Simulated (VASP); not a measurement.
# TiH4 (Cmmm) in VASP: a series of runs

Aim: see how the results for TiH4 move with the level of theory and the settings. Levels: PBE, LDA. Tasks: relaxation of cell and atoms, relaxation of the atoms.

All numbers are computed with VASP 6.6.1; they aren't measurements. Logs are shortened: lines on timing, memory, paths and dates and some standing lists are left out, and cuts for length are marked.

### Step 1. The structure

It takes space group Cmmm (No. 65, orthorhombic). Conventional cell: a = 3.420 Å, b = 5.578 Å, c = 3.345 Å, α = 90.00°, β = 90.00°, γ = 90.00°. Ti (site symmetry mmm) is surrounded by 10 H at 1.84 to 1.93 Å. H (site symmetry m2m) is surrounded by 3 H at 1.79 to 1.98 Å and 3 Ti at 1.89 to 1.93 Å. H (site symmetry 2mm) has 1 H at 1.53 Å as nearest neighbours.

The cell was built by a generator and needn't be a form met in nature.

### Step 2. Relaxation of cell and atoms, PBE

File INCAR:

```
  PREC = Accurate
  ENCUT = 600
  EDIFF = 1E-6
  ISMEAR = 0
  SIGMA = 0.05
  LREAL = F
  LASPH = T
  NELM = 80
  ALGO = Normal
  ISIF = 3
  LWAVE = F
  LCHARG = F
  GGA = PE
  IBRION = 2
  NSW = 60
  EDIFFG = -0.005
```

File KPOINTS:

```
regular mesh
0
Gamma
  9 9 8
```

File POSCAR:

```
TiH4
1.0
    1.7098100000     -2.7890700000      0.0000000000
    1.7098100000      2.7890700000      0.0000000000
    0.0000000000      0.0000000000      3.3451500000
Ti H
1 4
Direct
    0.5000000000      0.5000000000      0.5000000000
    0.8393500000      0.1606500000      0.5000000000
    0.2760700000      0.2760700000      0.0000000000
    0.7239300000      0.7239300000      0.0000000000
    0.1606500000      0.8393500000      0.5000000000
```

Potentials or basis: VASP PAW PBE potentials, release 64 (Ti_sv, H).

Run with:

```
cat potpaw_PBE.64/Ti_sv/POTCAR potpaw_PBE.64/H/POTCAR > POTCAR
mpirun -np 1 vasp_std > vasp.out
```

OUTCAR:

```text
PREC = Accurate
   ENCUT = 600
   EDIFF = 1E-6
   ISMEAR = 0
   LREAL = F
   LASPH = T
   NELM = 80
   ISIF = 3
   GGA = PE
   IBRION = 2
   NSW = 60
   EDIFFG = -0.005

 ion  position               nearest neighbor table
   1  0.500  0.500  0.500-   3 1.84   4 1.84   3 1.84   4 1.84   2 1.89   5 1.89
   2  0.839  0.161  0.500-   1 1.89
   3  0.276  0.276  0.000-   1 1.84   1 1.84
   4  0.724  0.724  0.000-   1 1.84   1 1.84
   5  0.161  0.839  0.500-   1 1.89

  LATTYP: Found a base centered orthorhombic cell.
 ALAT       =     3.4196200000
 B/A-ratio  =     1.6312163340
 C/A-ratio  =     0.9782227265

  Lattice vectors:

 A1 = (   1.7098100000,  -2.7890700000,   0.0000000000)
 A2 = (   1.7098100000,   2.7890700000,   0.0000000000)
 A3 = (   0.0000000000,   0.0000000000,   3.3451500000)

Analysis of symmetry for initial positions (statically):
=====================================================================
 Subroutine PRICEL returns:
 Original cell was already a primitive cell.

 Routine SETGRP: Setting up the symmetry group for a
 base centered orthorhombic supercell.

 Subroutine GETGRP returns: Found  8 space group operations
 (whereof  8 operations were pure point group operations)
 out of a pool of  8 trial point group operations.

The static configuration has the point symmetry D_2h.

Analysis of symmetry for dynamics (positions and initial velocities):
=====================================================================
 Subroutine PRICEL returns:
 Original cell was already a primitive cell.

 Routine SETGRP: Setting up the symmetry group for a
 base centered orthorhombic supercell.

 Subroutine GETGRP returns: Found  8 space group operations
 (whereof  8 operations were pure point group operations)
 out of a pool of  8 trial point group operations.

The dynamic configuration has the point symmetry D_2h.

 Subroutine INISYM returns: Found  8 space group operations
 (whereof  8 operations are pure point group operations),
 and found     1 'primitive' translations

----------------------------------------------------------------------------------------

                                     Primitive cell

  volume of cell :      31.9046

  direct lattice vectors                    reciprocal lattice vectors
     1.709810000 -2.789070000  0.000000000     0.292430153 -0.179271227  0.000000000
     1.709810000  2.789070000  0.000000000     0.292430153  0.179271227  0.000000000
     0.000000000  0.000000000  3.345150000     0.000000000  0.000000000  0.298940257

  length of vectors
     3.271446423  3.271446423  3.345150000     0.343006658  0.343006658  0.298940257

[... 113 lines left out ...]
   AEXX    =    0.0000 exact exchange contribution
   IVDW    =     0    specifies the selected vdW correction
   LEPSILON=     F    determine dielectric tensor
   LRPA    =     F    only Hartree local field effects (RPA)
 conjugate gradient relaxation of ions
 non-spin polarized calculation
 Gauss-broadening in eV      SIGMA  =   0.05
  energy-cutoff  :      600.00
  volume of cell :       31.90
 maximum number of plane-waves:      1082
 NGX is ok and might be reduce to    28
   NGX = 13   NGY = 13   NGZ = 13

--------------------------------------- Ionic step        1  -------------------------------------------

 number of electron      15.9999999 magnetization

 Free energy of the ion-electron system (eV)
  ---------------------------------------------------
  ext. energy  EPLUGINS =         0.00000000
  ---------------------------------------------------
  free energy    TOTEN  =       -21.30206326 eV

  energy without entropy =      -21.30080817  energy(sigma->0) =      -21.30143571

------------------------ aborting loop because EDIFF is reached ----------------------------------------

  FORCE on cell =-STRESS in cart. coord.  units (eV):
  Direction    XX          YY          ZZ          XY          YZ          ZX
  --------------------------------------------------------------------------------------
  -------------------------------------------------------------------------------------
  Total        0.0902800     -0.0384958     -0.0811901      0.0000000      0.0000000      0.0000000
  in kB        4.5336616     -1.9331749     -4.0771888      0.0000000      0.0000000      0.0000000
  external PRESSURE =      -0.4922340 kB  Pullay stress =       0.0000000 kB
[... 182 lines left out ...]
--------------------------------------- Ionic step        6  -------------------------------------------

 number of electron      15.9999999 magnetization

 Free energy of the ion-electron system (eV)
  ---------------------------------------------------
  ext. energy  EPLUGINS =         0.00000000
  ---------------------------------------------------
  free energy    TOTEN  =       -21.30253717 eV

  energy without entropy =      -21.30158185  energy(sigma->0) =      -21.30205951

 E-fermi :   4.6758     XC(G=0): -10.5747

 val. band max:        4.6715462127   @ k =   0.0000   0.0000   0.5000
 cond. band min:       4.6991191665   @ k =   0.3333   0.2222   0.3750
 fundamental gap:      0.0275729538
 Fermi energy:         4.6757529986

 k-point     1 :       0.0000    0.0000    0.0000
  band No.  band energies     occupation
      1     -52.5155      2.00000
      2     -28.8359      2.00000
      3     -28.6909      2.00000
      4     -28.5901      2.00000
      5      -5.5946      2.00000
      6      -0.7348      2.00000
      7       4.4490      2.00000
      8       4.9087      0.00000
      9       6.3014      0.00000
     10       6.4079      0.00000
     11       6.5763      0.00000
     12       7.5864      0.00000
[... 331 lines left out ...]
 k-point    24 :       0.4444    0.4444    0.0000
  band No.  band energies     occupation
      1     -52.4927      2.00000
      2     -29.0261      2.00000
      3     -28.6709      2.00000
      4     -28.6521      2.00000
      5      -2.9060      2.00000
      6      -0.1652      2.00000
      7       0.2571      2.00000
      8       5.4187      0.00000
      9       5.7840      0.00000
     10       5.9248      0.00000
     11       6.8622      0.00000
     12       7.5567      0.00000

 [... further k-points ...]

------------------------ aborting loop because EDIFF is reached ----------------------------------------

  FORCE on cell =-STRESS in cart. coord.  units (eV):
  Direction    XX          YY          ZZ          XY          YZ          ZX
  --------------------------------------------------------------------------------------
  -------------------------------------------------------------------------------------
  Total       -0.0103845     -0.0024110     -0.0088170     -0.0000000      0.0000000      0.0000000
  in kB       -0.5217115     -0.1211285     -0.4429635     -0.0000000      0.0000000      0.0000000
  external PRESSURE =      -0.3619345 kB  Pullay stress =       0.0000000 kB
[... 20 lines left out ...]
  FREE ENERGIE OF THE ION-ELECTRON SYSTEM (eV)
  ---------------------------------------------------
  free  energy   TOTEN  =       -21.3025371689 eV

  energy  without entropy=      -21.3015818517  energy(sigma->0) =      -21.30205951

 reached required accuracy - stopping structural energy minimisation
```

CONTCAR:

```text
TiH4
   1.00000000000000
     1.7189488780823192   -2.7789191016127099    0.0000000000000000
     1.7189488780823192    2.7789191016127099    0.0000000000000000
     0.0000000000000000    0.0000000000000000    3.3380731072345196
  Ti              H
     1     4
Direct
     0.5000000000000000    0.5000000000000000    0.5000000000000000
     0.8404044952599082    0.1595955047400917    0.5000000000000000
     0.2767478892963623    0.2767478892963623    0.0000000000000000
     0.7232521107036376    0.7232521107036376    0.0000000000000000
     0.1595955047400917    0.8404044952599082    0.5000000000000000

  0.00000000E+00  0.00000000E+00  0.00000000E+00
  0.00000000E+00  0.00000000E+00  0.00000000E+00
  0.00000000E+00  0.00000000E+00  0.00000000E+00
  0.00000000E+00  0.00000000E+00  0.00000000E+00
  0.00000000E+00  0.00000000E+00  0.00000000E+00
```

Run time: 2 min. Hardware: 1 thread of Intel Xeon Platinum 8488C (Sapphire Rapids), shared host; peak memory 0.21 GiB.

Results:

```
Free energy                            : -21.3025 eV
Relaxed volume                         : 6.38 Å³/atom
Relaxed cell                           : a = 3.268 Å, b = 3.268 Å, c = 3.338 Å, α = 90.00°, β = 90.00°, γ = 116.52°
Space group after relaxing (to 0.05 Å) : Cmmm (No. 65)
Energy gained by relaxing              : 0.1 meV/atom
Ionic steps                            : 6
Pressure after relaxing                : 0.0 GPa
Largest force after relaxing           : 0.004 eV/Å
Band gap on the k mesh                 : none (metal or under the smearing width)
```

Forces in eV/Å, atoms in the order of the input:
```
Ti   0.000  0.000  0.000
H    0.000  0.000  0.000
H   -0.004  0.000  0.000
H    0.004  0.000  0.000
H    0.000  0.000  0.000
```

Step by step:
```csv
step,energy change (eV),largest force (eV/Å),pressure (GPa),volume (Å³)
1,0.0000,0.0208,-0.05,31.90
2,-0.0002,0.0107,-0.03,31.90
3,-0.0003,0.0158,0.08,31.88
4,-0.0004,0.0129,0.04,31.89
5,-0.0005,0.0076,-0.07,31.91
6,-0.0005,0.0040,-0.04,31.89
```

Final structure:
```
Ti H
1.0
     1.71895   -2.77892    0.00000
     1.71895    2.77892    0.00000
     0.00000    0.00000    3.33807
Ti H
1 4
Direct
  0.50000 0.50000 0.50000
  0.84040 0.15960 0.50000
  0.27675 0.27675 0.00000
  0.72325 0.72325 0.00000
  0.15960 0.84040 0.50000
```

### Step 3. Relaxation of the atoms, LDA

File INCAR:

```
PREC = Accurate ; ENCUT = 520
EDIFF = 1E-6 ; ISMEAR = 0
SIGMA = 0.05 ; LREAL = False
LASPH = True ; NELM = 100
ALGO = Normal ; ISIF = 2
LWAVE = False ; LCHARG = False
GGA = CA ; IBRION = 2
NSW = 40 ; EDIFFG = -0.01
```

File KPOINTS:

```
Automatic mesh
0
Gamma
  9 9 8
```

POSCAR is that of step 2.

Potentials or basis: VASP PAW LDA potentials, release 64 (Ti_sv, H).

Run with:

```
cat potpaw_LDA.64/Ti_sv/POTCAR potpaw_LDA.64/H/POTCAR > POTCAR
mpirun -np 1 vasp_std > vasp.out
```

OUTCAR:

```text
PREC = Accurate
   ENCUT = 520
   EDIFF = 1E-6
   ISMEAR = 0
   LREAL = False
   LASPH = True
   NELM = 100
   ISIF = 2
   GGA = CA
   IBRION = 2
   NSW = 40
   EDIFFG = -0.01

 ion  position               nearest neighbor table
   1  0.500  0.500  0.500-   3 1.84   4 1.84   3 1.84   4 1.84   2 1.89   5 1.89
   2  0.839  0.161  0.500-   1 1.89
   3  0.276  0.276  0.000-   1 1.84   1 1.84
   4  0.724  0.724  0.000-   1 1.84   1 1.84
   5  0.161  0.839  0.500-   1 1.89

  LATTYP: Found a base centered orthorhombic cell.
 ALAT       =     3.4196200000
 B/A-ratio  =     1.6312163340
 C/A-ratio  =     0.9782227265

  Lattice vectors:

 A1 = (   1.7098100000,  -2.7890700000,   0.0000000000)
 A2 = (   1.7098100000,   2.7890700000,   0.0000000000)
 A3 = (   0.0000000000,   0.0000000000,   3.3451500000)

Analysis of symmetry for initial positions (statically):
=====================================================================
 Subroutine PRICEL returns:
 Original cell was already a primitive cell.

 Routine SETGRP: Setting up the symmetry group for a
 base centered orthorhombic supercell.

 Subroutine GETGRP returns: Found  8 space group operations
 (whereof  8 operations were pure point group operations)
 out of a pool of  8 trial point group operations.

The static configuration has the point symmetry D_2h.

Analysis of symmetry for dynamics (positions and initial velocities):
=====================================================================
 Subroutine PRICEL returns:
 Original cell was already a primitive cell.

 Routine SETGRP: Setting up the symmetry group for a
 base centered orthorhombic supercell.

 Subroutine GETGRP returns: Found  8 space group operations
 (whereof  8 operations were pure point group operations)
 out of a pool of  8 trial point group operations.

The dynamic configuration has the point symmetry D_2h.
[... 145 lines left out ...]

 number of electron      16.0000002 magnetization

 Free energy of the ion-electron system (eV)
  ---------------------------------------------------
  ext. energy  EPLUGINS =         0.00000000
  ---------------------------------------------------
  free energy    TOTEN  =       -22.95446228 eV

  energy without entropy =      -22.95316698  energy(sigma->0) =      -22.95381463

------------------------ aborting loop because EDIFF is reached ----------------------------------------

  FORCE on cell =-STRESS in cart. coord.  units (eV):
  Direction    XX          YY          ZZ          XY          YZ          ZX
  --------------------------------------------------------------------------------------
  -------------------------------------------------------------------------------------
  Total       -1.4125356     -1.2072558     -1.0400494      0.0000000      0.0000000      0.0000000
  in kB      -70.9344374    -60.6257382    -52.2289968      0.0000000      0.0000000      0.0000000
  external PRESSURE =     -61.2630575 kB  Pullay stress =       0.0000000 kB
[... 182 lines left out ...]
--------------------------------------- Ionic step        6  -------------------------------------------

 number of electron      16.0000002 magnetization

 Free energy of the ion-electron system (eV)
  ---------------------------------------------------
  ext. energy  EPLUGINS =         0.00000000
  ---------------------------------------------------
  free energy    TOTEN  =       -22.95621662 eV

  energy without entropy =      -22.95488986  energy(sigma->0) =      -22.95555324

 E-fermi :   4.4793     XC(G=0): -10.8877

 val. band max:        4.4647061467   @ k =   0.0000   0.0000   0.3750
 cond. band min:       4.4985072242   @ k =   0.0000   0.0000   0.5000
 fundamental gap:      0.0338010776
 Fermi energy:         4.4792666185

 k-point     1 :       0.0000    0.0000    0.0000
  band No.  band energies     occupation
      1     -51.8984      2.00000
      2     -28.6038      2.00000
      3     -28.4802      2.00000
      4     -28.3699      2.00000
      5      -5.7351      2.00000
      6      -0.9371      2.00000
      7       4.2755      2.00000
      8       4.6585      0.00000
      9       6.1706      0.00000
     10       6.3775      0.00000
     11       6.4858      0.00000
     12       7.7637      0.00000
[... 331 lines left out ...]
 k-point    24 :       0.4444    0.4444    0.0000
  band No.  band energies     occupation
      1     -51.8739      2.00000
      2     -28.8037      2.00000
      3     -28.4591      2.00000
      4     -28.4346      2.00000
      5      -3.0518      2.00000
      6      -0.2809      2.00000
      7       0.0608      2.00000
      8       5.1771      0.00000
      9       5.7842      0.00000
     10       5.8769      0.00000
     11       6.6926      0.00000
     12       7.4134      0.00000

 [... further k-points ...]

------------------------ aborting loop because EDIFF is reached ----------------------------------------

  FORCE on cell =-STRESS in cart. coord.  units (eV):
  Direction    XX          YY          ZZ          XY          YZ          ZX
  --------------------------------------------------------------------------------------
  -------------------------------------------------------------------------------------
  Total       -1.3935367     -1.2808602     -0.7624215      0.0000000      0.0000000      0.0000000
  in kB      -69.9803559    -64.3219898    -38.2871357      0.0000000      0.0000000      0.0000000
  external PRESSURE =     -57.5298271 kB  Pullay stress =       0.0000000 kB
[... 20 lines left out ...]
  FREE ENERGIE OF THE ION-ELECTRON SYSTEM (eV)
  ---------------------------------------------------
  free  energy   TOTEN  =       -22.9562166168 eV

  energy  without entropy=      -22.9548898612  energy(sigma->0) =      -22.95555324

 reached required accuracy - stopping structural energy minimisation
```

OSZICAR:

```text
N       E                     dE             d eps       ncg     rms          rms(c)
DAV:   1     0.108107642414E+03    0.10811E+03   -0.86578E+03  3000   0.146E+03
DAV:   2    -0.150701372409E+02   -0.12318E+03   -0.11890E+03  3072   0.360E+02
DAV:   3    -0.258238984073E+02   -0.10754E+02   -0.10534E+02  5516   0.965E+01
[... 35 lines left out ...]
       N       E                     dE             d eps       ncg     rms          rms(c)
DAV:   1    -0.229562205629E+02   -0.38889E-04   -0.43105E-03  3024   0.456E-01    0.185E-02
DAV:   2    -0.229562183009E+02    0.22620E-05   -0.57038E-05  3660   0.733E-02    0.130E-02
DAV:   3    -0.229562168542E+02    0.14467E-05   -0.29488E-06  3148   0.197E-02    0.507E-03
DAV:   4    -0.229562166168E+02    0.23738E-06   -0.70254E-07  1584   0.670E-03
   6 F= -.22956217E+02 E0= -.22955553E+02  d E =-.145682E-03
```

CONTCAR:

```text
TiH4
   1.00000000000000
     1.7098100000000001   -2.7890700000000002    0.0000000000000000
     1.7098100000000001    2.7890700000000002    0.0000000000000000
     0.0000000000000000    0.0000000000000000    3.3451499999999998
  Ti              H
     1     4
Direct
     0.5000000000000000    0.5000000000000000    0.5000000000000000
     0.8403650219446186    0.1596349780553816    0.5000000000000000
     0.2819385585723347    0.2819385585723347    1.0000000000000000
     0.7180614414276653    0.7180614414276653    0.0000000000000000
     0.1596349780553816    0.8403650219446186    0.5000000000000000

  0.00000000E+00  0.00000000E+00  0.00000000E+00
  0.00000000E+00  0.00000000E+00  0.00000000E+00
  0.00000000E+00  0.00000000E+00  0.00000000E+00
  0.00000000E+00  0.00000000E+00  0.00000000E+00
  0.00000000E+00  0.00000000E+00  0.00000000E+00
```

Run time: 50 s. Hardware: 1 thread of Intel Xeon Platinum 8488C (Sapphire Rapids), shared host; peak memory 0.17 GiB.

Results:

| Property | Result |
| --- | --- |
| Free energy | -22.9562 eV |
| Energy gained by relaxing | 0.4 meV/atom |
| Ionic steps | 6 |
| Pressure after relaxing | -5.8 GPa |
| Band gap on the k mesh | none (metal or under the smearing width) |

Step by step:
```tsv
step	energy change (eV)	largest force (eV/Å)	pressure (GPa)
1	0.0000	0.0758	-6.13
2	-0.0006	0.0619	-6.07
3	-0.0016	0.0208	-5.88
4	-0.0016	0.0260	-5.84
5	-0.0017	0.0128	-5.80
6	-0.0018	0.0005	-5.75
```

Final structure:
```yaml
crystal:
  lattice:
    - [1.70981, -2.78907, 0.00000]
    - [1.70981, 2.78907, 0.00000]
    - [0.00000, 0.00000, 3.34515]
  atoms:
    - { symbol: Ti, position: [0.50000, 0.50000, 0.50000] }
    - { symbol: H, position: [0.84037, 0.15963, 0.50000] }
    - { symbol: H, position: [0.28194, 0.28194, 0.00000] }
    - { symbol: H, position: [0.71806, 0.71806, 0.00000] }
    - { symbol: H, position: [0.15963, 0.84037, 0.50000] }
```

### Step 4. For comparison

An earlier run on the cell as given: functional PBE; potentials or basis VASP PAW PBE potentials, release 64 (Ti_sv, H); cutoff 520 eV; k mesh 9 × 9 × 8; occupations fermi-dirac, width 0.05 eV; no spin polarisation.

- Pressure: -0.2 GPa
- Largest force: 0.021 eV/Å
- Band gap on the k mesh: none (metal or under the smearing width)

### Step 5. The runs side by side

| task | level | potentials or basis | cell | cutoff (eV) | smearing | gap on the mesh (eV) | pressure (GPa) |
| --- | --- | --- | --- | --- | --- | --- | --- |
| relaxation of cell and atoms | PBE | VASP PAW PBE potentials, release 64 (Ti_sv, H) | relaxed | 600 | gaussian 0.05 eV | none | 0.0 |
| relaxation of the atoms | LDA | VASP PAW LDA potentials, release 64 (Ti_sv, H) | atoms relaxed | 520 | gaussian 0.05 eV | none | -5.8 |
| single point | PBE | VASP PAW PBE potentials, release 64 (Ti_sv, H) | as given | 520 | fermi-dirac 0.05 eV | none | -0.2 |

Alike in all rows: no spin polarisation; k mesh 9 × 9 × 8.

Absolute energies hang on the potentials; compare differences alone.
